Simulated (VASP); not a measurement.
Input of a VASP 6.6.1 run:

POSCAR

```
GaSb
1.0
    0.0000000000      3.1084296422      3.1084296422
    3.1084296422      0.0000000000      3.1084296422
    3.1084296422      3.1084296422      0.0000000000
  Ga              Sb
     1     1
Direct
     0.0000000000000000    0.0000000000000000    0.0000000000000000
     0.2500000000000000    0.2500000000000000    0.2500000000000000
```

Contents of INCAR.step1:

```
SYSTEM = GaSb
PREC = Accurate ; ENCUT = 600
EDIFF = 1E-8 ; ISMEAR = 0
SIGMA = 0.03 ; LREAL = .FALSE.
LASPH = .TRUE. ; NELM = 80
ALGO = Normal ; ISIF = 3
LWAVE = .FALSE. ; LCHARG = .FALSE.
GGA = PE ; IBRION = 2
NSW = 40 ; EDIFFG = -0.002
```

INCAR.step2

```
SYSTEM = GaSb
PREC = Accurate ; ENCUT = 600
EDIFF = 1E-8 ; ISMEAR = 0
SIGMA = 0.03 ; LREAL = .FALSE.
LASPH = .TRUE. ; NELM = 80
ALGO = Normal ; ISIF = 2
LWAVE = .FALSE. ; LCHARG = .FALSE.
GGA = PE ; IBRION = 6
NFREE = 2 ; POTIM = 0.015
NSW = 1
```

KPOINTS

```
Automatic mesh
0
G
  10 10 10
  0 0 0
```

Potentials or basis: VASP PAW PBE potentials, release 64 (Ga_d, Sb).

Launch:

```bash
$ cat potpaw_PBE.64/Ga_d/POTCAR potpaw_PBE.64/Sb/POTCAR > POTCAR
$ cp INCAR.step1 INCAR
$ mpirun -np 1 vasp_std > vasp.out
$ cp CONTCAR POSCAR
$ cp INCAR.step2 INCAR
$ mpirun -np 1 vasp_std > vasp.out
```

(1) Predict the highest phonon frequency at Γ, LO-TO splitting left out.

Answers

(1) 207 cm⁻¹.
